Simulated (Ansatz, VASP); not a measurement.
## ScAl3 in VASP and in Ansatz

The input INCAR:

```
SYSTEM = ScAl3
  ALGO = Normal
  EDIFF = 1E-6
  ENCUT = 520
  GGA = PS
  ISIF = 2
  ISMEAR = 0
  LASPH = .True.
  LCHARG = .False.
  LREAL = .False.
  LWAVE = .False.
  NBANDS = 18
  NELM = 100
  PREC = Accurate
  SIGMA = 0.1
```

KPOINTS

```
k-points
0
Gamma
  10 10 10
  0 0 0
```

Contents of POSCAR:

```
ScAl3
1.0
    4.1053305968      0.0000000000      0.0000000000
    0.0000000000      4.1053305968      0.0000000000
    0.0000000000      0.0000000000      4.1053305968
Sc Al
1 3
Direct
    0.0000000000      0.0000000000      0.0000000000
    0.5000000000      0.0000000000      0.5000000000
    0.0000000000      0.5000000000      0.5000000000
    0.5000000000      0.5000000000      0.0000000000
```

Input for Ansatz:

```yaml
crystal:
  lattice:
    - [4.1053305961, 0.0, 0.0]
    - [0.0, 4.1053305961, 0.0]
    - [0.0, 0.0, 4.1053305961]
  atoms:
    - { symbol: Sc, position: [0.0, 0.0, 0.0] }
    - { symbol: Al, position: [0.5, 0.0, 0.5] }
    - { symbol: Al, position: [0.0, 0.5, 0.5] }
    - { symbol: Al, position: [0.5, 0.5, 0.0] }
basis:
  ecutwfc: 420
kpoints:
  mp_grid: { grid: [10, 10, 10] }
  band_path:
    path:
      - [[0.0, 0.0, 0.0], [0.0, 0.5, 0.0], [0.5, 0.5, 0.0], [0.0, 0.0, 0.0], [0.5, 0.5, 0.5], [0.0, 0.5, 0.0]]
      - [[0.5, 0.5, 0.5], [0.5, 0.5, 0.0]]
    npoints: 14
hamiltonian:
  xc: pbesol
scf:
  occupations: { method: gaussian, width: 0.1 }
  n_extra_bands: 10
output:
  forces: true
  stress: true
  eigenvalues: true
  populations: true
  dos: { projected: true, de: 0.02, nscf_kmesh: { grid: [15, 15, 15] } }
  bader: true
  write_density: true
  write_potential: true
  elf: true
  volumetric_format: npy
```

Alike in both runs: task single point; functional PBEsol; k mesh 10 × 10 × 10; occupations gaussian, width 0.1 eV; no spin polarisation.

|  | VASP | Ansatz |
| --- | --- | --- |
| version | VASP 6.6.1 | Ansatz 0.2.0 |
| potentials or method | VASP PAW PBE potentials, release 64 (Sc_sv, Al) | scalar-relativistic, plane waves, PAW |
| plane-wave cutoff (eV) | 520 | 420 |
| valence electrons in the cell | 20 | 20 |

|  | VASP | Ansatz | Ansatz less VASP |
| --- | --- | --- | --- |
| gap on the k mesh at the Fermi level (eV) | none | none | - |
| pressure (GPa) | -2.1 | -2.2 | -0.09 |

A gap of «none» marks a metal or a gap that the smearing closes.

Caveats: the PAW data sets were made with another functional, which shifts forces and pressure a little (VASP).
